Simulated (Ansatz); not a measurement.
## InSb: the change of pressure with volume per atom

All results are calculated (Ansatz 0.2.0). Periodic Kohn-Sham DFT of a crystal at fixed atoms; pressure and stress are positive in compression; the energy is the free energy less that of spherical unpolarised free atoms; site moments are those in the method's own spheres, positive along +z.

Cell of the first row (space group F-43m, No. 216):
```
CELL_PARAMETERS angstrom
0.00000 3.17300 3.17300
3.17300 0.00000 3.17300
3.17300 3.17300 0.00000
ATOMIC_POSITIONS crystal
In 0.00000 0.00000 0.00000
Sb 0.75000 0.75000 0.75000
```

Settings of every row: method frozen-core PAW; functional LDA; relativity scalar; k mesh 10x10x10; filling fermi-dirac; smearing width 0.03 eV; wave cutoff 420 eV; paw set soft_2.

Atom start moment: 0 on all atoms.

Limits: PAW files made with PBE; no spin-orbit coupling on heavy atoms.

| row | volume per atom (Å³) | pressure (GPa) |
| --- | --- | --- |
| 1 | 31.945 | 2.552 |
| 2 | 31.962 | 2.521 |
| 3 | 32.625 | ? |
| 4 | 33.304 | 0.334 |
| 5 | 33.644 | -0.144 |
| 6 | 33.984 | -0.594 |
| 7 | 34.324 | -1.018 |
| 8 | 34.664 | -1.417 |
| 9 | 35.343 | -2.148 |
| 10 | 36.023 | -2.796 |

Question: what pressure should row 3 give?

Worked fit of pressure. Take u = (V_r/V)^(2/3) − 1 with V_r = 33.984 Å³ an atom, which is twice the finite (Eulerian) strain; such expansions in the strain, on which the Birch-Murnaghan equation of state is built, carry the rest volume and the bulk modulus. The shown rows have u = 0.04211, 0.04174, 0.01357, 0.00673, 0, -0.00661, -0.01312, -0.0258, -0.0381. Least squares give pressure = −0.594 + 65.491 × u + 210.03 × u² + 213 × u³ GPa; a parabola predicts inner rows, each left out in turn, worse (root mean square 0.003 against 0.00051 GPa). The rows lie off it by 0.000, 0.000, 0.000, 0.000, 0.000, 0.000, 0.001, 0.000, 0.000. The pressure vanishes at u = 0.0088, or V = 33.54 Å³ an atom, and there the bulk modulus at fixed shape and fractions is B = −V dP/dV = (2/3)(1 + u) dP/du = 46.6 GPa. The withheld row has u = 0.02758, so the fit gives −0.594 + 65.491 × (0.02758) + 210.03 × (0.02758)² + 213 × (0.02758)³ = 1.376 GPa.

The calculation gave 1.378 GPa. The fit lies 0.002 GPa (0.037 % of the column's range) below it; its largest miss of a shown row is 0.001 GPa.
